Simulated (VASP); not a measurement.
HgTe (Coloradoite): relaxation of cell and atoms with PBE

HgTe (Coloradoite):

```
CELL_PARAMETERS angstrom
0.00000 3.21450 3.21450
3.21450 0.00000 3.21450
3.21450 3.21450 0.00000
ATOMIC_POSITIONS crystal
Hg 0.00000 0.00000 0.00000
Te 0.75000 0.75000 0.75000
```

- Program: VASP 6.6.1
- Task: relaxation of cell and atoms
- Functional: PBE
- Potentials or basis: VASP PAW PBE potentials, release 64 (Hg, Te)
- Cutoff: 600 eV
- k mesh: 7 × 7 × 7
- Occupations: fermi-dirac, width 0.05 eV
- Spin: no spin polarisation
- Further INCAR settings: ALGO = Normal; EDIFF = 1e-06; IBRION = 2; EDIFFG = -0.02; NSW = 60; ISIF = 3

| Item | Value |
| --- | --- |
| Relaxed volume | 36.83 Å³/atom |
| Relaxed cell | a = 4.705 Å, b = 4.705 Å, c = 4.705 Å, α = 60.00°, β = 60.00°, γ = 60.00° |
| Space group after relaxing (to 0.05 Å) | F-43m (No. 216) |
| Energy gained by relaxing | 47.6 meV/atom |
| Ionic steps | 3 |
| Pressure after relaxing | 0.0 GPa |
| Band gap on the k mesh | none (metal or under the smearing width) |

Step by step:
| step | energy change (eV) | largest force (eV/Å) | pressure (GPa) | volume (Å³) |
| --- | --- | --- | --- | --- |
| 1 | 0.0000 | 0.0000 | 4.66 | 66.43 |
| 2 | -0.0870 | 0.0000 | -1.03 | 76.16 |
| 3 | -0.0952 | 0.0000 | 0.02 | 73.66 |

Final structure:
```
Hg Te
1.0
     0.00000    3.32718    3.32718
     3.32718    0.00000    3.32718
     3.32718    3.32718    0.00000
Hg Te
1 1
Direct
  0.00000 0.00000 0.00000
  0.75000 0.75000 0.75000
```

Levels at points of the mesh, in eV from the Fermi level:
```csv
k point,band 6,band 7,band 8,band 9,band 10,band 11,band 12,band 13
"(0.00, 0.00, 0.00)",-6.50,-0.98,-0.05,-0.05,-0.05,4.33,4.33,4.33
```

It took 49 s on 1 thread of AMD EPYC 7R43 64-Core Processor (Zen 3), on a shared host, peak memory 0.19 GiB.

Caveat: the volume moved by +11 % from the deposited cell, more than functionals usually miss. The run has no spin-orbit coupling, so splittings on Hg, Te are missing.
